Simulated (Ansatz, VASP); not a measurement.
## Mg in VASP and in Ansatz

```
CELL_PARAMETERS angstrom
1.59269 0.91954 7.69988
-1.59269 0.91954 7.69988
0.00000 -1.83908 7.69988
ATOMIC_POSITIONS crystal
Mg 0.00000 0.00000 0.00000
Mg 0.22194 0.22194 0.22194
Mg 0.77806 0.77806 0.77806
```

This isn't the form of Mg at room conditions, which is hcp.

Alike in both runs: task single point; functional PBE; k mesh 6 × 6 × 6; occupations gaussian, width 0.1 eV; no spin polarisation.

|  | VASP | Ansatz |
| --- | --- | --- |
| version | VASP 6.6.1 | Ansatz 0.2.0 |
| potentials or method | VASP PAW PBE potentials, release 64 (Mg) | scalar-relativistic, plane waves, PAW |
| plane-wave cutoff (eV) | 520 | 420 |
| valence electrons in the cell | 6 | 30 |

```tsv
	VASP	Ansatz	Ansatz less VASP
gap on the k mesh at the Fermi level (eV)	none	none	-
pressure (GPa)	0.6	0.7	+0.13
largest component of the traceless stress (GPa)	0.21	0.22	+0.007
rms of the force components (eV/Å)	0.003	0.003	+0.0001
```

Atom by atom the forces differ by 0.000 eV/Å (rms over components). A gap of «none» marks a metal or a gap that the smearing closes. The two sets of potentials don't hold the same shells in valence.

Caveats: the k mesh is coarse (spacing up to 0.38 Å⁻¹), so the values aren't converged.
